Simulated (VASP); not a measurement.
# CdTe (F-43m) in VASP: notebook

The runs below take CdTe through single point, with LDA.

Program: VASP 6.6.1. These are calculated values, not measurements. Logs are shortened: lines on timing, memory, paths and dates and some standing lists are left out, and cuts for length are marked.

**Measured values to compare with.**

A printed reference work, data compilation reports, for a bulk crystal of CdTe at 0 K: band gap 1.607 eV.

The runs below are set against these values where they give the same quantity.

**1. The cell of the first run**

The structure is cubic, space group F-43m (No. 216). The conventional cell has a = 6.234 Å, b = 6.234 Å, c = 6.234 Å, α = 90.00°, β = 90.00°, γ = 90.00°. Within 3.6 Å of Cd (site symmetry -43m) lie 4 Te at 2.70 Å. Te (site symmetry -43m) has 4 Cd at 2.70 Å within 3.6 Å.

**2. Single point, LDA (volume 30.288 Å^3 an atom, c/a of the conventional cell 1.0000)**

INCAR reads:

```
  PREC = Accurate
  ENCUT = 520
  EDIFF = 1E-6
  ISMEAR = 0
  SIGMA = 0.05
  LREAL = F
  LASPH = T
  NELM = 60
  ALGO = Normal
  ISIF = 2
  LWAVE = F
  LCHARG = T
  LELF = T
  LVHAR = T
  NBANDS = 16
```

KPOINTS reads:

```
Automatic mesh
0
Gamma
  8 8 8
```

POSCAR reads:

```
CdTe
1.0
    0.0000000000      3.1171440005      3.1171440005
    3.1171440005      0.0000000000      3.1171440005
    3.1171440005      3.1171440005      0.0000000000
Cd Te
1 1
Direct
    0.0000000000      0.0000000000      0.0000000000
    0.7500000000      0.7500000000      0.7500000000
```

Potentials or basis: VASP PAW LDA potentials, release 64 (Cd, Te).

Launch:

```bash
$ cat potpaw_LDA.64/Cd/POTCAR potpaw_LDA.64/Te/POTCAR > POTCAR
$ mpirun -np 1 vasp_std > vasp.out
```

OUTCAR:

```text
PREC = Accurate
   ENCUT = 520
   EDIFF = 1E-6
   ISMEAR = 0
   LREAL = F
   LASPH = T
   NELM = 60
   ISIF = 2

 ion  position               nearest neighbor table
   1  0.000  0.000  0.000-   2 2.70   2 2.70   2 2.70   2 2.70
   2  0.750  0.750  0.750-   1 2.70   1 2.70   1 2.70   1 2.70

  LATTYP: Found a face centered cubic cell.
 ALAT       =     6.2342880010

  Lattice vectors:

 A1 = (   0.0000000000,   3.1171440005,   3.1171440005)
 A2 = (   3.1171440005,   0.0000000000,   3.1171440005)
 A3 = (   3.1171440005,   3.1171440005,   0.0000000000)

Analysis of symmetry for initial positions (statically):
=====================================================================
 Subroutine PRICEL returns:
 Original cell was already a primitive cell.

 Routine SETGRP: Setting up the symmetry group for a
 face centered cubic supercell.

 Subroutine GETGRP returns: Found 24 space group operations
 (whereof 24 operations were pure point group operations)
 out of a pool of 48 trial point group operations.

The static configuration has the point symmetry T_d .

Analysis of symmetry for dynamics (positions and initial velocities):
=====================================================================
 Subroutine PRICEL returns:
 Original cell was already a primitive cell.

 Routine SETGRP: Setting up the symmetry group for a
 face centered cubic supercell.

 Subroutine GETGRP returns: Found 24 space group operations
 (whereof 24 operations were pure point group operations)
 out of a pool of 48 trial point group operations.

The dynamic configuration has the point symmetry T_d .

 Subroutine INISYM returns: Found 24 space group operations
 (whereof 24 operations are pure point group operations),
 and found     1 'primitive' translations

----------------------------------------------------------------------------------------

                                     Primitive cell

  volume of cell :      60.5760

  direct lattice vectors                    reciprocal lattice vectors
     0.000000000  3.117144001  3.117144001    -0.160403241  0.160403241  0.160403241
     3.117144001  0.000000000  3.117144001     0.160403241 -0.160403241  0.160403241
     3.117144001  3.117144001  0.000000000     0.160403241  0.160403241 -0.160403241

  length of vectors
     4.408307321  4.408307321  4.408307321     0.277826563  0.277826563  0.277826563

  position of ions in fractional coordinates (direct lattice)
     0.000000000  0.000000000  0.000000000
     0.750000000  0.750000000  0.750000000

  ion indices of the primitive-cell ions
   primitive index   ion index
                 1           1
                 2           2

----------------------------------------------------------------------------------------

 KPOINTS: Automatic mesh

Automatic generation of k-mesh.
 Grid dimensions read from file:
 generate k-points for:    8    8    8

 Generating k-lattice:

  Cartesian coordinates                     Fractional coordinates (reciprocal lattice)
    -0.020050405  0.020050405  0.020050405     0.125000000  0.000000000  0.000000000
     0.020050405 -0.020050405  0.020050405     0.000000000  0.125000000  0.000000000
     0.020050405  0.020050405 -0.020050405     0.000000000  0.000000000  0.125000000

  Length of vectors
     0.034728320  0.034728320  0.034728320

  Shift w.r.t. Gamma in fractional coordinates (k-lattice)
     0.000000000  0.000000000  0.000000000

 Subroutine IBZKPT returns following result:
 ===========================================

 Found     29 irreducible k-points:

 Following reciprocal coordinates:
            Coordinates               Weight
  0.000000  0.000000  0.000000      1.000000
  0.125000  0.000000  0.000000      8.000000
  0.250000  0.000000  0.000000      8.000000
  0.375000  0.000000  0.000000      8.000000
  0.500000  0.000000  0.000000      4.000000
  0.125000  0.125000  0.000000      6.000000
[... 16 lines left out ...]
  0.500000  0.250000  0.125000     48.000000
 -0.375000  0.250000  0.125000     24.000000
 [... further k-points ...]
   k-points           NKPTS =     29   k-points in BZ     NKDIM =     29   number of bands    NBANDS=     16
   number of dos      NEDOS =    301   number of ions     NIONS =      2
   total plane-waves  NPLWV =  46656
   dimension x,y,z NGX =    36 NGY =   36 NGZ =   36
   dimension x,y,z NGXF=    72 NGYF=   72 NGZF=   72
   ions per type =               1   1
   NGX,Y,Z   is equivalent  to a cutoff of  13.58, 13.58, 13.58 a.u.
   NGXF,Y,Z  is equivalent  to a cutoff of  27.15, 27.15, 27.15 a.u.
 SYSTEM =  unknown system
   PREC   = accura    normal or accurate (medium, high low for compatibility)
   ISTART =      0    job   : 0-new  1-cont  2-samecut
   ICHARG =      2    charge: 1-file 2-atom 10-const
   ISPIN  =      1    spin polarized calculation?
   LNONCOLLINEAR =      F non collinear calculations
   LSORBIT =      F    spin-orbit coupling
   LASPH  =      T    aspherical Exc in radial PAW
   ENCUT  =  520.0 eV  38.22 Ry    6.18 a.u.   8.20  8.20  8.20*2*pi/ulx,y,z
   NELM   =     60;   NELMIN=  2; NELMDL= -5     # of ELM steps
   EDIFF  = 0.1E-05   stopping-criterion for ELM
   LREAL  =      F    real-space projection
   EDIFFG = 0.1E-04   stopping-criterion for IOM
   NSW    =      0    number of steps for IOM
   IBRION =     -1    ionic relax: 0-MD 1-quasi-New 2-CG
   NFREE  =      0    steps in history (QN), initial steepest desc. (CG)
   ISIF   =      2    stress and relaxation
   ISYM   =      2    0-nonsym 1-usesym 2-fastsym
   POTIM  = 0.5000    time-step for ionic-motion
   TEBEG  =    0.0;   TEEND  =   0.0 temperature during run
   PSTRESS=    0.0 pullay stress
   NELECT =      18.0000    total number of electrons
   NUPDOWN=      -1.0000    fix difference up-down
   EMIN   =  10.00;   EMAX   =-10.00  energy-range for DOS
   EFERMI =   0.00;   METHOD = LEGACY
   ISMEAR =     0;   SIGMA  =   0.05  broadening in eV -4-tet -1-fermi 0-gaus
   EFERMI_NEDOS =   21; number of points for ismear=-14 and -15
   IALGO  =     38    algorithm
   IMIX   =      4    mixing-type and parameters
     AMIX     =   0.40;   BMIX     =  1.00
     AMIX_MAG =   1.60;   BMIX_MAG =  1.00
  volume/ion in A,a.u.               =      30.29       204.39
  Fermi-wavevector in a.u.,A,eV,Ry     =   1.092443  2.064418 16.237625  1.193432
  Thomas-Fermi vector in A             =   2.228709
   LORBIT       =      0    0 simple, 1 ext, 2 COOP (PROOUT), +10 PAW based schemes
   GGA     = CA    functional components
   LHFCALC =     F    Hartree Fock is set to
   AEXX    =    0.0000 exact exchange contribution
   IVDW    =     0    specifies the selected vdW correction
   LEPSILON=     F    determine dielectric tensor
   LRPA    =     F    only Hartree local field effects (RPA)
 non-spin polarized calculation
 Gauss-broadening in eV      SIGMA  =   0.05
  energy-cutoff  :      520.00
  volume of cell :       60.58
 maximum number of plane-waves:      1660
 NGX is ok and might be reduce to    36
   NGX = 17   NGY = 17   NGZ = 17

 number of electron      18.0000002 magnetization

 Free energy of the ion-electron system (eV)
  ---------------------------------------------------
  ext. energy  EPLUGINS =         0.00000000
  ---------------------------------------------------
  free energy    TOTEN  =        -5.96984669 eV

  energy without entropy =       -5.96984669  energy(sigma->0) =       -5.96984669

 E-fermi :   3.5809     XC(G=0):  -9.4565

 val. band max:        3.3154507293   @ k =   0.0000   0.0000   0.0000
 cond. band min:       4.2313122750   @ k =   0.0000   0.0000   0.0000
 fundamental gap:      0.9158615457
 Fermi energy:         3.5808600758

 k-point     1 :       0.0000    0.0000    0.0000
  band No.  band energies     occupation
      1      -8.6672      2.00000
      2      -5.4623      2.00000
      3      -5.4623      2.00000
      4      -5.4623      2.00000
      5      -5.1013      2.00000
      6      -5.1013      2.00000
[... 8 lines left out ...]
     15      12.8485      0.00000
     16      12.8485      0.00000

 k-point     2 :       0.1250    0.0000    0.0000
  band No.  band energies     occupation
      1      -8.5910      2.00000
      2      -5.4469      2.00000
      3      -5.4469      2.00000
      4      -5.4137      2.00000
      5      -5.1030      2.00000
      6      -5.1030      2.00000
[... 8 lines left out ...]
     15      11.9495      0.00000
     16      11.9495      0.00000

 k-point     3 :       0.2500    0.0000    0.0000
  band No.  band energies     occupation
      1      -8.4049      2.00000
      2      -5.4127      2.00000
      3      -5.4127      2.00000
      4      -5.2358      2.00000
      5      -5.1030      2.00000
      6      -5.1030      2.00000
[... 8 lines left out ...]
     15      11.7424      0.00000
     16      11.7424      0.00000

 k-point     4 :       0.3750    0.0000    0.0000
  band No.  band energies     occupation
      1      -8.2192      2.00000
      2      -5.3845      2.00000
      3      -5.3845      2.00000
      4      -5.0954      2.00000
      5      -5.0954      2.00000
      6      -4.8986      2.00000
[... 8 lines left out ...]
     15      12.6479      0.00000
     16      12.6479      0.00000
[... 324 lines left out ...]
 k-point    22 :       0.3750    0.2500    0.1250
  band No.  band energies     occupation
      1      -8.2683      2.00000
      2      -5.3751      2.00000
      3      -5.3582      2.00000
      4      -5.1949      2.00000
      5      -5.0915      2.00000
      6      -5.0258      2.00000
[... 8 lines left out ...]
     15      13.2782      0.00000
     16      13.9062      0.00000

 k-point    23 :       0.5000    0.2500    0.1250
  band No.  band energies     occupation
      1      -8.1234      2.00000
      2      -5.3485      2.00000
      3      -5.3337      2.00000
      4      -5.1484      2.00000
      5      -5.0897      2.00000
      6      -4.7364      2.00000
[... 8 lines left out ...]
     15      13.4351      0.00000
     16      14.1319      0.00000

 k-point    24 :      -0.3750    0.2500    0.1250
  band No.  band energies     occupation
      1      -8.0652      2.00000
      2      -5.3429      2.00000
      3      -5.3227      2.00000
      4      -5.1276      2.00000
      5      -5.0962      2.00000
      6      -4.5254      2.00000
[... 8 lines left out ...]
     15      13.4298      0.00000
     16      14.1621      0.00000

 [... further k-points ...]

------------------------ aborting loop because EDIFF is reached ----------------------------------------

  FORCE on cell =-STRESS in cart. coord.  units (eV):
  Direction    XX          YY          ZZ          XY          YZ          ZX
  --------------------------------------------------------------------------------------
  -------------------------------------------------------------------------------------
  Total        1.9072063      1.9072063      1.9072063     -0.0000000      0.0000000      0.0000000
  in kB       50.4437834     50.4437834     50.4437834     -0.0000000      0.0000000      0.0000000
  external PRESSURE =      50.4437834 kB  Pullay stress =       0.0000000 kB

 VOLUME and BASIS-vectors are now :
 -----------------------------------------------------------------------------
  energy-cutoff  :      520.00
  volume of cell :       60.58
      direct lattice vectors                 reciprocal lattice vectors
     0.000000000  3.117144001  3.117144001    -0.160403241  0.160403241  0.160403241
     3.117144001  0.000000000  3.117144001     0.160403241 -0.160403241  0.160403241
     3.117144001  3.117144001  0.000000000     0.160403241  0.160403241 -0.160403241

 POSITION                                       TOTAL-FORCE (eV/Angst)
 -----------------------------------------------------------------------------------
      0.00000      0.00000      0.00000        -0.000000     -0.000000     -0.000000
      4.67572      4.67572      4.67572         0.000000      0.000000      0.000000
 -----------------------------------------------------------------------------------
    total drift:                               -0.000000     -0.000000     -0.000000

  FREE ENERGIE OF THE ION-ELECTRON SYSTEM (eV)
  ---------------------------------------------------
  free  energy   TOTEN  =        -5.9698466925 eV

  energy  without entropy=       -5.9698466925  energy(sigma->0) =       -5.96984669
```

It took 12 s on 1 thread of Intel Xeon 6975P-C (Granite Rapids), shared host; peak memory 0.18 GiB.

What came out:

```
Free energy            : -5.9698 eV
Pressure               : 5.0 GPa
Band gap on the k mesh : 0.92 eV, direct
```

Levels at points of the mesh, in eV from the valence-band top:
| k point | band 7 | band 8 | band 9 | band 10 | band 11 | band 12 |
| --- | --- | --- | --- | --- | --- | --- |
| (0.00, 0.00, 0.00) | 0.00 | 0.00 | 0.00 | 0.92 | 4.40 | 4.40 |
| (0.50, 0.00, 0.00) | -5.22 | -0.98 | -0.98 | 1.77 | 5.03 | 5.03 |
| (0.50, 0.50, 0.00) | -4.98 | -2.33 | -2.33 | 2.17 | 2.48 | 9.32 |

Caveat: spin-orbit coupling is left out, which moves the levels of the heavy elements.

**3. Single point, LDA (volume 31.166 Å^3 an atom, c/a of the conventional cell 1.0000)**

INCAR reads:

```
SYSTEM = CdTe
PREC = Accurate ; ENCUT = 520
EDIFF = 1E-6 ; ISMEAR = 0
SIGMA = 0.05 ; LREAL = .False.
LASPH = .True. ; NELM = 60
ALGO = Normal ; ISIF = 2
LWAVE = .False. ; LCHARG = .True.
LELF = .True. ; LVHAR = .True.
NBANDS = 16
```

KPOINTS reads:

```
regular mesh
0
Gamma
  8 8 8
  0 0 0
```

POSCAR reads:

```
CdTe
1.0
    0.0000000000      3.1469778691      3.1469778691
    3.1469778691      0.0000000000      3.1469778691
    3.1469778691      3.1469778691      0.0000000000
Cd Te
1 1
Direct
    0.0000000000      0.0000000000      0.0000000000
    0.7500000000      0.7500000000      0.7500000000
```

Potentials or basis: VASP PAW LDA potentials, release 64 (Cd, Te).

Launch:

```bash
$ cat potpaw_LDA.64/Cd/POTCAR potpaw_LDA.64/Te/POTCAR > POTCAR
$ mpirun -np 1 vasp_std > vasp.out
```

It took 14 s on 1 thread of Intel Xeon 6975P-C (Granite Rapids), shared host; peak memory 0.18 GiB.

Results (log left out):

```yaml
Free_energy: -6.0148 eV
Pressure: 3.2 GPa
Band_gap_on_the_k_mesh: 0.82 eV, direct
```

Levels at points of the mesh, in eV from the valence-band top:
```tsv
k point	band 5	band 6	band 7	band 8	band 9	band 10	band 11	band 12	band 13	band 14
(0.00, 0.00, 0.00)	-8.31	-8.31	0.00	0.00	0.00	0.83	4.43	4.43	4.43	7.33
(0.50, 0.00, 0.00)	-8.30	-7.89	-5.03	-0.93	-0.93	1.74	5.05	5.05	6.88	8.81
(0.50, 0.50, 0.00)	-8.27	-7.72	-4.83	-2.21	-2.21	2.24	2.51	9.15	9.43	9.43
```

Caveat: spin-orbit coupling is left out, which moves the levels of the heavy elements.

**4. Single point, LDA (volume 32.044 Å^3 an atom, c/a of the conventional cell 1.0000)**

INCAR reads:

```
SYSTEM = CdTe
ALGO     = Normal         ! electronic algorithm
EDIFF    = 1E-6           ! SCF threshold, eV
ENCUT    = 520            ! plane-wave cutoff, eV
ISIF     = 2              ! what is computed and relaxed
ISMEAR   = 0              ! smearing method
LASPH    = .TRUE.         ! aspherical terms in the spheres
LCHARG   = .FALSE.        ! write CHGCAR
LREAL    = .FALSE.        ! projectors in reciprocal space
LWAVE    = .FALSE.        ! write WAVECAR
NBANDS   = 16             ! bands
NELM     = 60             ! most SCF steps
PREC     = Accurate       ! precision mode
SIGMA    = 0.05           ! smearing width, eV
```

KPOINTS reads:

```
k-points
0
G
  8 8 8
  0 0 0
```

POSCAR reads:

```
CdTe
1.0
    0.0000000000      3.1762565551      3.1762565551
    3.1762565551      0.0000000000      3.1762565551
    3.1762565551      3.1762565551      0.0000000000
Cd Te
1 1
Direct
    0.0000000000      0.0000000000      0.0000000000
    0.7500000000      0.7500000000      0.7500000000
```

Launch:

```bash
$ cat potpaw_LDA.64/Cd/POTCAR potpaw_LDA.64/Te/POTCAR > POTCAR
$ mpirun -np 1 vasp_std > vasp.out
```

Wall time 12 s (1 thread of Intel Xeon 6975P-C (Granite Rapids), shared host); peak memory 0.18 GiB.

Results (log left out):

* Free energy: -6.0409 eV
* Pressure: 1.6 GPa
* Band gap on the k mesh: 0.74 eV, direct

Levels at points of the mesh, in eV from the valence-band top:
| k point | band 7 | band 8 | band 9 | band 10 | band 11 | band 12 |
| --- | --- | --- | --- | --- | --- | --- |
| (0.00, 0.00, 0.00) | 0.00 | 0.00 | 0.00 | 0.74 | 4.46 | 4.46 |
| (0.50, 0.00, 0.00) | -4.86 | -0.88 | -0.88 | 1.72 | 5.07 | 5.07 |
| (0.50, 0.50, 0.00) | -4.68 | -2.11 | -2.11 | 2.31 | 2.53 | 8.98 |

Caveat: spin-orbit coupling is left out, which moves the levels of the heavy elements.

(Continued in part 2 of 2.)
